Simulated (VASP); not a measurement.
NGeH3: single point with PBE0

NGeH3, in a box:

```
N Ge H
1.0
    11.00000    0.00000    0.00000
     0.00000   13.00000    0.00000
     0.00000    0.00000   10.00000
N Ge H
1 1 3
Direct
  0.49336 0.44394 0.51544
  0.59090 0.55591 0.53168
  0.51743 0.37472 0.55223
  0.41146 0.44256 0.47045
  0.49644 0.62851 0.45457
```

| Quantity | Value |
| --- | --- |
| Program | VASP 6.6.1 |
| Task | single point |
| Functional | PBE0 |
| Potentials or basis | VASP PAW PBE potentials, release 64 (N_s, Ge_d, H_s) |
| Cutoff | 400 eV |
| k mesh | 1 × 1 × 1 |
| Occupations | gaussian, width 0.01 eV |
| Spin | no spin polarisation |

```yaml
Largest_force: 0.635 eV/Å
Gap_between_the_frontier_levels: 4.94 eV
```

Forces in eV/Å, atoms in the order of the input:
```
N    0.369  0.514  0.050
Ge  -0.147 -0.091 -0.050
H    0.143 -0.403  0.178
H   -0.413  0.018 -0.211
H    0.048 -0.038  0.034
```

Levels at points of the mesh, in eV from the valence-band top:
```csv
k point,band 7,band 8,band 9,band 10,band 11,band 12,band 13,band 14,band 15
"(0.00, 0.00, 0.00)",-8.05,-7.24,-3.16,-1.45,0.00,4.94,6.16,6.74,7.19
```

Wall time 2.6 min on 1 thread of Intel(R) Xeon(R) 6975P-C (Granite Rapids) (shared host), peak memory 0.88 GiB.

Caveat: the PAW data sets were made with another functional, which shifts forces and pressure a little.
